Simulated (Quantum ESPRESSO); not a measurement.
# GaN (P6_3mc) in Quantum ESPRESSO: further runs

One crystal, GaN, is run at these levels: BLYP, PBE; tasks: phonons.

All numbers are computed with Quantum ESPRESSO 7.5; they aren't measurements. Logs are shortened: lines on timing, memory, paths and dates and some standing lists are left out, and cuts for length are marked.

## (1) The structure

It takes space group P6_3mc (No. 186, hexagonal). Conventional cell: a = 3.180 Å, b = 3.180 Å, c = 5.166 Å, α = 90.00°, β = 90.00°, γ = 120.00°. Ga (site symmetry 3m) is surrounded by 4 N at 1.94 to 1.95 Å. Around N (site symmetry 3m) lie 4 Ga at 1.94 to 1.95 Å.

## (2) Phonons, BLYP

Input file pw.in:

```
&CONTROL
  calculation = 'scf'
  prefix = 'pwscf'
  outdir = './tmp'
  pseudo_dir = './pseudo'
  tprnfor = .true.
  tstress = .true.
  disk_io = 'low'
/
&SYSTEM
  ibrav = 0
  nat = 4
  ntyp = 2
  ecutwfc = 84
  nbnd = 26
  input_dft = 'blyp'
  occupations = 'smearing'
  smearing = 'fd'
  degauss = 0.00367493
/
&ELECTRONS
  conv_thr = 8d-10
  electron_maxstep = 120
  mixing_beta = 0.5
/
ATOMIC_SPECIES
Ga    69.7230 Ga.upf
N     14.0070 N.upf
CELL_PARAMETERS angstrom
   3.1800000000    0.0000000000    0.0000000000
  -1.5900000000    2.7539607840    0.0000000000
   0.0000000000    0.0000000000    5.1660000000
ATOMIC_POSITIONS crystal
Ga     0.6666666667    0.3333333333    0.5000000000
Ga     0.3333333333    0.6666666667    0.0000000000
N      0.6666666667    0.3333333333    0.8750000000
N      0.3333333333    0.6666666667    0.3750000000
K_POINTS automatic
8 8 4 0 0 1
```

Input file relax.in:

```
&CONTROL
  calculation = 'relax'
  prefix = 'pwscf'
  outdir = './tmp'
  pseudo_dir = './pseudo'
  tprnfor = .true.
  tstress = .true.
  disk_io = 'low'
  nstep = 40
  forc_conv_thr = 0.0001
  etot_conv_thr = 1d-06
/
&SYSTEM
  ibrav = 0
  nat = 4
  ntyp = 2
  ecutwfc = 84
  nbnd = 26
  input_dft = 'blyp'
  occupations = 'smearing'
  smearing = 'fd'
  degauss = 0.00367493
/
&ELECTRONS
  conv_thr = 8d-10
  electron_maxstep = 120
  mixing_beta = 0.5
/
&IONS
  ion_dynamics = 'bfgs'
/
ATOMIC_SPECIES
Ga    69.7230 Ga.upf
N     14.0070 N.upf
CELL_PARAMETERS angstrom
   3.1800000000    0.0000000000    0.0000000000
  -1.5900000000    2.7539607840    0.0000000000
   0.0000000000    0.0000000000    5.1660000000
ATOMIC_POSITIONS crystal
Ga     0.6666666667    0.3333333333    0.5000000000
Ga     0.3333333333    0.6666666667    0.0000000000
N      0.6666666667    0.3333333333    0.8750000000
N      0.3333333333    0.6666666667    0.3750000000
K_POINTS automatic
8 8 4 0 0 1
```

Input file scf2.in:

```
&CONTROL
  calculation = 'scf'
  prefix = 'pwscf'
  outdir = './tmp'
  pseudo_dir = './pseudo'
  tprnfor = .true.
  tstress = .true.
  disk_io = 'low'
/
&SYSTEM
  ibrav = 0
  nat = 4
  ntyp = 2
  ecutwfc = 84
  nbnd = 26
  input_dft = 'blyp'
  occupations = 'fixed'
/
&ELECTRONS
  conv_thr = 1d-13
  electron_maxstep = 120
  mixing_beta = 0.5
  startingpot = 'file'
  startingwfc = 'file'
/
ATOMIC_SPECIES
Ga    69.7230 Ga.upf
N     14.0070 N.upf
CELL_PARAMETERS angstrom
   3.1800000000    0.0000000000    0.0000000000
  -1.5900000000    2.7539607840    0.0000000000
   0.0000000000    0.0000000000    5.1660000000
ATOMIC_POSITIONS crystal
Ga     0.6666666667    0.3333333333    0.4990298558
Ga     0.3333333333    0.6666666667   -0.0009701442
N      0.6666666667    0.3333333333    0.8759701442
N      0.3333333333    0.6666666667    0.3759701442
K_POINTS automatic
8 8 4 0 0 1
```

Input file ph.in:

```
phonons of GaN
&INPUTPH
  prefix = 'pwscf'
  outdir = './tmp'
  tr2_ph = 1d-16
  fildyn = 'dyn'
  niter_ph = 60
  alpha_mix(1) = 0.7
  epsil = .true.
/
0.0000000000 0.0000000000 0.0000000000
```

Input file dynmat.in:

```
&INPUT
  fildyn = 'dyn'
  asr = 'crystal'
  lperm = .true.
  filout = 'dynmat.disp'
  fileig = 'dynmat.eig'
/
```

Input file dynmat_lo.in:

```
&INPUT
  fildyn = 'dyn'
  asr = 'crystal'
  filout = 'dynmat_lo.disp'
  fileig = 'dynmat_lo.eig'
  q(1) = 0
  q(2) = 0
  q(3) = 1
/
```

Potentials or basis: PseudoDojo 0.4.1 SR PBE standard.

On the command line:

```
OMP_NUM_THREADS=1 pw.x -in pw.in > pw.out
OMP_NUM_THREADS=1 pw.x -in relax.in > relax.out
OMP_NUM_THREADS=1 pw.x -in scf2.in > scf2.out
OMP_NUM_THREADS=1 ph.x -in ph.in > ph.out
OMP_NUM_THREADS=1 dynmat.x -in dynmat.in > dynmat.out
OMP_NUM_THREADS=1 dynmat.x -in dynmat_lo.in > dynmat_lo.out
```

pw.out:

```text
This program is part of the open-source Quantum ESPRESSO suite
     for quantum simulation of materials; please cite
         "P. Giannozzi et al., J. Phys.:Condens. Matter 21 395502 (2009);
         "P. Giannozzi et al., J. Phys.:Condens. Matter 29 465901 (2017);
         "P. Giannozzi et al., J. Chem. Phys. 152 154105 (2020);
     in publications or presentations arising from this work. More details at

     IMPORTANT: XC functional enforced from input :
     Exchange-correlation= BLYP
                           (   1   3   1   3   0   0   0)
     Any further DFT definition will be discarded
     Please, verify this is what you really want

     Message from routine setup:
     using ibrav=0 with symmetry is DISCOURAGED, use correct ibrav instead

     G-vector sticks info
     --------------------
     sticks:   dense  smooth     PW     G-vecs:    dense   smooth      PW
     Sum         847     847    241                31863    31863    4927

     Using Slab Decomposition

     bravais-lattice index     =            0
     lattice parameter (alat)  =       6.0093  a.u.
     unit-cell volume          =     305.3064 (a.u.)^3
     number of atoms/cell      =            4
     number of atomic types    =            2
     number of electrons       =        36.00
     number of Kohn-Sham states=           26
     kinetic-energy cutoff     =      84.0000  Ry
     charge density cutoff     =     336.0000  Ry
     scf convergence threshold =      8.0E-10
     mixing beta               =       0.5000
     number of iterations used =            8  plain     mixing
     Exchange-correlation= BLYP
                           (   1   3   1   3   0   0   0)

     celldm(1)=   6.009329  celldm(2)=   0.000000  celldm(3)=   0.000000
     celldm(4)=   0.000000  celldm(5)=   0.000000  celldm(6)=   0.000000

     crystal axes: (cart. coord. in units of alat)
               a(1) = (   1.000000   0.000000   0.000000 )
               a(2) = (  -0.500000   0.866025   0.000000 )
               a(3) = (   0.000000   0.000000   1.624528 )

     reciprocal axes: (cart. coord. in units 2 pi/alat)
               b(1) = (  1.000000  0.577350 -0.000000 )
               b(2) = (  0.000000  1.154701  0.000000 )
               b(3) = (  0.000000 -0.000000  0.615563 )

     PseudoPot. # 1 for Ga read from file:
     Ga.upf
     Pseudo is Norm-conserving + core correction, Zval = 13.0
     Generated using ONCVPSP code by D. R. Hamann
     Using radial grid of 1902 points,  6 beta functions with:
                l(1) =   0
                l(2) =   0
                l(3) =   1
                l(4) =   1
                l(5) =   2
                l(6) =   2

     PseudoPot. # 2 for N  read from file:
     N.upf
     Pseudo is Norm-conserving + core correction, Zval =  5.0
     Generated using ONCVPSP code by D. R. Hamann
     Using radial grid of 1058 points,  4 beta functions with:
                l(1) =   0
                l(2) =   0
                l(3) =   1
                l(4) =   1

     atomic species   valence    mass     pseudopotential
     Ga               13.00    69.72300     Ga( 1.00)
     N                 5.00    14.00700     N ( 1.00)

     12 Sym. Ops. (no inversion) found ( 6 have fractional translation)

   Cartesian axes

     site n.     atom                  positions (alat units)
         1        Ga     tau(   1) = (   0.5000000   0.2886751   0.8122642  )
         2        Ga     tau(   2) = (  -0.0000000   0.5773503   0.0000000  )
         3        N      tau(   3) = (   0.5000000   0.2886751   1.4214623  )
         4        N      tau(   4) = (  -0.0000000   0.5773503   0.6091981  )

     number of k points=    20  Fermi-Dirac smearing, width (Ry)=  0.0037
                       cart. coord. in units 2pi/alat
        k(    1) = (   0.0000000   0.0000000   0.0769454), wk =   0.0156250
        k(    2) = (   0.0000000   0.0000000   0.2308362), wk =   0.0156250
        k(    3) = (   0.0000000   0.1443376   0.0769454), wk =   0.0937500
        k(    4) = (   0.0000000   0.1443376   0.2308362), wk =   0.0937500
        k(    5) = (   0.0000000   0.2886751   0.0769454), wk =   0.0937500
        k(    6) = (   0.0000000   0.2886751   0.2308362), wk =   0.0937500
[... 12 lines left out ...]
        k(   19) = (   0.2500000   0.5773503   0.0769454), wk =   0.0937500
        k(   20) = (   0.2500000   0.5773503   0.2308362), wk =   0.0937500

     Dense  grid:    31863 G-vectors     FFT dimensions: (  36,  36,  60)

     Initial potential from superposition of free atoms

     starting charge      35.9946, renormalised to      36.0000
     Starting wfcs are   26 randomized atomic wfcs

     Self-consistent Calculation

     iteration #  1     ecut=    84.00 Ry     beta= 0.50
     Davidson diagonalization with overlap
     ethr =  1.00E-02,  avg # of iterations =  4.0

     total energy              =    -346.50851438 Ry
     estimated scf accuracy    <       1.17763208 Ry

     iteration #  2     ecut=    84.00 Ry     beta= 0.50
     Davidson diagonalization with overlap
     ethr =  3.27E-03,  avg # of iterations =  2.0

     total energy              =    -346.86240439 Ry
     estimated scf accuracy    <       0.23028606 Ry

     iteration #  3     ecut=    84.00 Ry     beta= 0.50
     Davidson diagonalization with overlap
     ethr =  6.40E-04,  avg # of iterations =  2.0

     negative rho (up, down):  1.090E-06 0.000E+00

     total energy              =    -346.90123837 Ry
     estimated scf accuracy    <       0.00713078 Ry

     iteration #  4     ecut=    84.00 Ry     beta= 0.50
     Davidson diagonalization with overlap
     ethr =  1.98E-05,  avg # of iterations =  4.7

     total energy              =    -346.90185608 Ry
     estimated scf accuracy    <       0.00118702 Ry

     iteration #  5     ecut=    84.00 Ry     beta= 0.50
     Davidson diagonalization with overlap
     ethr =  3.30E-06,  avg # of iterations =  2.2

     total energy              =    -346.90195456 Ry
     estimated scf accuracy    <       0.00004441 Ry

     iteration #  6     ecut=    84.00 Ry     beta= 0.50
     Davidson diagonalization with overlap
     ethr =  1.23E-07,  avg # of iterations =  2.9
[... 8 lines left out ...]
     total energy              =    -346.90197324 Ry
     estimated scf accuracy    <       0.00000034 Ry

     iteration #  8     ecut=    84.00 Ry     beta= 0.50
     Davidson diagonalization with overlap
     ethr =  9.41E-10,  avg # of iterations =  2.6

     total energy              =    -346.90197325 Ry
     estimated scf accuracy    <       0.00000010 Ry

     iteration #  9     ecut=    84.00 Ry     beta= 0.50
     Davidson diagonalization with overlap
     ethr =  2.81E-10,  avg # of iterations =  2.5

     End of self-consistent calculation

          k = 0.0000 0.0000 0.0769 (  3965 PWs)   bands (ev):

    -4.7630  -3.9762  -2.4390  -2.4315  -2.4315  -2.3736  -2.3736  -2.1811
    -2.1811  -2.0884  -2.0884  -0.9161   4.4188  10.1856  10.1856  10.6562
    11.1625  11.1625  13.6779  15.5609  20.4927  21.1543  21.1543  21.6691
    22.8243  22.8243

          k = 0.0000 0.0000 0.2308 (  3976 PWs)   bands (ev):

    -4.4555  -4.1171  -2.4219  -2.4219  -2.3976  -2.3976  -2.2791  -2.1472
    -2.1472  -2.1091  -2.1091  -1.7360   6.2117   8.5402  10.4618  10.4618
    10.8663  10.8663  15.1079  15.6817  19.9162  20.1939  21.4022  21.4022
    22.0543  22.0543

          k = 0.0000 0.1443 0.0769 (  3968 PWs)   bands (ev):

    -4.6219  -3.9402  -2.4287  -2.4100  -2.3757  -2.3502  -2.3439  -2.1898
    -2.1819  -2.1128  -2.0856  -0.7974   4.6140   9.1561   9.8308   9.8838
    10.8854  11.0167  14.5070  16.3963  19.9085  20.3903  21.5191  21.7672
    22.4072  23.1533
[... 24 lines left out ...]
    -4.0443  -3.8302  -2.3855  -2.3555  -2.2817  -2.2339  -2.2046  -2.1667
    -2.1220  -2.0708  -1.4491  -0.2218   5.0003   6.3146   7.0154   8.7142
     9.7172  10.2845  16.1181  16.8784  18.1760  19.5880  21.6603  21.9206
    23.1217  24.5193

          k = 0.0000 0.4330 0.2308 (  3978 PWs)   bands (ev):

    -3.9365  -3.8491  -2.3916  -2.3493  -2.3085  -2.2443  -2.1994  -2.1558
    -2.1125  -2.0924  -1.2047  -0.7091   5.0287   5.6502   8.3956   9.1296
     9.7049   9.7739  15.7076  16.5598  18.7706  19.3230  21.3868  21.6898
    22.7789  23.9403

          k = 0.0000-0.5774 0.0769 (  3990 PWs)   bands (ev):

    -3.9635  -3.8190  -2.3901  -2.3546  -2.2570  -2.2551  -2.1797  -2.1477
    -2.0953  -2.0652  -0.8572  -0.3221   4.6328   5.7254   7.2527   8.5071
     9.1773  10.1377  16.2729  16.4631  18.0977  19.6113  21.7642  21.8080
    23.3094  24.8027

          k = 0.0000-0.5774 0.2308 (  3960 PWs)   bands (ev):

    -3.8852  -3.8256  -2.3997  -2.3558  -2.3002  -2.2252  -2.1880  -2.1307
    -2.0923  -2.0825  -0.7332  -0.5057   4.4402   4.9043   8.6491   8.9366
     9.6050   9.6079  15.5048  16.2475  18.8692  19.2267  21.5149  21.5446
    22.8024  24.1718

          k = 0.1250 0.2165 0.0769 (  3961 PWs)   bands (ev):

    -4.3908  -3.8895  -2.3965  -2.3859  -2.3277  -2.3170  -2.2278  -2.1798
    -2.1705  -2.1409  -2.0682  -0.5823   4.9567   8.0426   8.4328   9.4119
    10.5790  10.6289  15.4670  17.4356  19.2556  19.3677  21.5952  21.7672
    22.2747  23.7594

          k = 0.1250 0.2165 0.2308 (  3965 PWs)   bands (ev):

    -4.1717  -3.9626  -2.3825  -2.3635  -2.3506  -2.3338  -2.2314  -2.1962
    -2.1366  -2.1145  -1.9092  -1.3343   6.2291   7.5858   8.7586   9.5429
    10.0070  10.1407  16.2390  17.2910  18.7056  19.2050  21.0012  21.5811
    22.4715  23.0249
[... 45 lines left out ...]
    -3.8808  -3.8293  -2.4207  -2.2865  -2.2406  -2.2085  -2.2011  -2.1658
    -2.1400  -2.1095  -0.5192  -0.2072   5.2635   5.8192   6.4364   8.0777
     8.6004   8.8531  16.8827  18.4543  18.9610  19.4790  20.9150  21.1853
    24.0526  24.0813

          k = 0.2500 0.5774 0.2308 (  3976 PWs)   bands (ev):

    -3.8332  -3.8121  -2.3505  -2.3197  -2.3091  -2.2450  -2.1743  -2.1603
    -2.1320  -2.1278  -0.4291  -0.2956   4.9139   5.1342   6.9207   7.8161
     9.2872   9.6553  17.2154  17.9306  18.6782  19.2667  20.3437  20.4109
    24.3267  24.7278

     the Fermi energy is    12.5615 ev

!    total energy              =    -346.90197327 Ry
     estimated scf accuracy    <          2.4E-10 Ry
     smearing contrib. (-TS)   =      -0.00000000 Ry
     internal energy E=F+TS    =    -346.90197327 Ry

     The total energy is F=E-TS. E is the sum of the following terms:
     one-electron contribution =    -104.42583820 Ry
     hartree contribution      =      87.20250278 Ry
     xc contribution           =     -95.67168948 Ry
     ewald contribution        =    -234.00694837 Ry

     convergence has been achieved in   9 iterations

     Forces acting on atoms (cartesian axes, Ry/au):

     atom    1 type  1   force =     0.00000000    0.00000000   -0.00503626
     atom    2 type  1   force =     0.00000000   -0.00000000   -0.00503626
     atom    3 type  2   force =     0.00000000    0.00000000    0.00503626
     atom    4 type  2   force =     0.00000000    0.00000000    0.00503626

     Total force =     0.010073     Total SCF correction =     0.000009

     Computing stress (Cartesian axis) and pressure

          total   stress  (Ry/bohr**3)                   (kbar)     P=      133.17
   0.00084755   0.00000000   0.00000000          124.68        0.00        0.00
   0.00000000   0.00084755   0.00000000            0.00      124.68        0.00
   0.00000000   0.00000000   0.00102080            0.00        0.00      150.17

=------------------------------------------------------------------------------=
   JOB DONE.
=------------------------------------------------------------------------------=
```

Run time: 22 min. Hardware: 1 thread of Arm Neoverse V2, shared host; peak memory 0.09 GiB.

What came out:

| Property | Result |
| --- | --- |
| Free energy | -4719.8431 eV |
| Pressure after relaxing | 13.3 GPa |
| Electronic dielectric tensor (diagonal) | 5.70, 5.70, 5.68 |
| Born charges (mean of the diagonal) | Ga +2.68; N -2.68 e |
| Highest phonon frequency at Γ, LO-TO splitting left out | 701 cm⁻¹ |
| Static dielectric tensor (diagonal) | 9.83, 9.83, 10.53 |

Step by step:
| step | energy change (eV) | largest force (eV/Å) | pressure (GPa) |
| --- | --- | --- | --- |
| 1 | 0.0000 | 0.1295 | 13.32 |
| 2 | -0.0010 | 0.0596 | 13.30 |
| 3 | -0.0013 | 0.0019 | 13.31 |
| 4 | -0.0013 | 0.0000 | 13.31 |

Final structure:
```yaml
crystal:
  lattice:
    - [3.18000, 0.00000, 0.00000]
    - [-1.59000, 2.75396, 0.00000]
    - [0.00000, 0.00000, 5.16600]
  atoms:
    - { symbol: Ga, position: [0.66667, 0.33333, 0.49903] }
    - { symbol: Ga, position: [0.33333, 0.66667, 0.99903] }
    - { symbol: N, position: [0.66667, 0.33333, 0.87597] }
    - { symbol: N, position: [0.33333, 0.66667, 0.37597] }
```

Levels at points of the mesh, in eV from the valence-band top:
| k point | band 14 | band 15 | band 16 | band 17 | band 18 | band 19 | band 20 | band 21 | band 22 | band 23 |
| --- | --- | --- | --- | --- | --- | --- | --- | --- | --- | --- |
| (0.00, 0.00, 0.12) | -0.97 | -0.97 | -0.48 | 0.00 | 0.00 | 2.53 | 4.39 | 9.34 | 10.00 | 10.00 |

Phonon frequencies in cm⁻¹ (negative: imaginary):
```csv
q point,frequencies
"(0.000, 0.000, 0.000)",-4 -4 4 137 137 338 541 561 561 570 570 701
```

Electronic dielectric tensor:
```
5.70 0.00 0.00
0.00 5.70 0.00
0.00 0.00 5.68
```

Born effective charge tensors (e):
atom 1, Ga
```
2.64 0.00 0.00
0.00 2.64 0.00
0.00 0.00 2.76
```
atom 2, Ga
```
2.64 0.00 0.00
0.00 2.64 0.00
0.00 0.00 2.76
```
atom 3, N
```
-2.64  0.00  0.00
 0.00 -2.64  0.00
 0.00  0.00 -2.76
```
atom 4, N
```
-2.64  0.00  0.00
 0.00 -2.64  0.00
 0.00  0.00 -2.76
```

Optical modes at Γ, degenerate ones joined, polar ones without the macroscopic field:
```
cm⁻¹  components  symmetry     active in  IR intensity, summed ((D/Å)²/amu)
 137           2        E2         Raman                               0.00
 338           1        B1        silent                               0.00
 541           1        A1  IR and Raman                              30.15
 561           2        E1  IR and Raman                              55.14
 570           2        E2         Raman                               0.00
 701           1        B1        silent                               0.00
```

Zone-centre frequencies without and with the macroscopic field along z (cm⁻¹):
|  | optical modes in rising order |
| --- | --- |
| without | 137 137 338 541 561 561 570 570 701 |
| with the field | 137 137 338 561 561 570 570 701 737 |

Static dielectric tensor, electrons and zone-centre modes:
```
 9.83  0.00  0.00
 0.00  9.83  0.00
 0.00  0.00 10.53
```

Caveat: the potentials were made for another functional, which shifts forces and pressure; the cell is more than 3 GPa from zero pressure, which shifts response properties.

(Continued in part 2 of 2.)
